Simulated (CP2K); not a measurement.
Runs of CP2K 2026.2 on As. The structure is trigonal, space group R-3m (No. 166). The conventional cell has a = 3.762 Å, b = 3.762 Å, c = 10.542 Å, α = 90.00°, β = 90.00°, γ = 120.00°. As (site symmetry 3m) has 3 As at 2.51 Å as nearest neighbours. 

```csv
task,level,potentials or basis,cell,smearing,EPS_DEFAULT,NGRIDS,basis sets,potentials,points a segment of the path (NPOINTS),gap on the mesh (eV),pressure (GPa),largest force (eV/Å)
band structure,LDA,GTH_POTENTIALS As GTH-PADE-q5; TZVP-MOLOPT-PBE-GTH basis,as given,fermi-dirac 0.1 eV,1.0E-9,4,As TZVP-MOLOPT-PBE-GTH-q5,As GTH-PADE-q5 of GTH_POTENTIALS,8,none,-1.2,0.26
band structure,PBEsol,POTENTIAL_UZH As GTH-PBE-q5; TZVP-MOLOPT-PBE-GTH basis,as given,fermi-dirac 0.01 eV,1.0E-9,4,As TZVP-MOLOPT-PBE-GTH-q5,As GTH-PBE-q5 of POTENTIAL_UZH,10,none,2.7,(b)
single point,PBEsol,POTENTIAL_UZH As GTH-PBE-q5; TZVP-MOLOPT-PBE-GTH basis,"atoms moved at random, drawn with an rms of 0.05 Å",fermi-dirac 0.05 eV,1.0E-10,4,As TZVP-MOLOPT-PBE-GTH-q5,As GTH-PBE-q5 of POTENTIAL_UZH,-,none,3.3,0.93
band structure,TB-mBJ,POTENTIAL_UZH As GTH-PBE-q5; TZVP-MOLOPT-PBE-GTH basis,as given,fermi-dirac 0.05 eV,1.0E-10,5,As TZVP-MOLOPT-PBE-GTH-q5,As GTH-PBE-q5 of POTENTIAL_UZH,10,none,-,-
band structure,r2SCAN,POTENTIAL_UZH As GTH-SCAN-q5; TZVP-MOLOPT-SCAN-GTH basis,as given,fermi-dirac 0.0259 eV,1.0E-9,5,As TZVP-MOLOPT-SCAN-GTH-q5,As GTH-SCAN-q5 of POTENTIAL_UZH,8,none,0.9,(a)
```

Alike in all rows: no spin polarisation; k mesh 9 × 9 × 9.

Q: Fill in the values left out.

A: (a) 0.09; (b) 0.64.

Caveats: the basis of atomic orbitals isn't converged, which shifts pressures, moduli and gaps; the potentials were made for another functional, which shifts forces and pressure (some runs); this is a model potential without an energy functional, so only levels have meaning (some runs).

A k mesh can miss the band edges, and the runs leave out spin-orbit coupling on As.

A gap of «none» marks a metal or a gap under the smearing width.
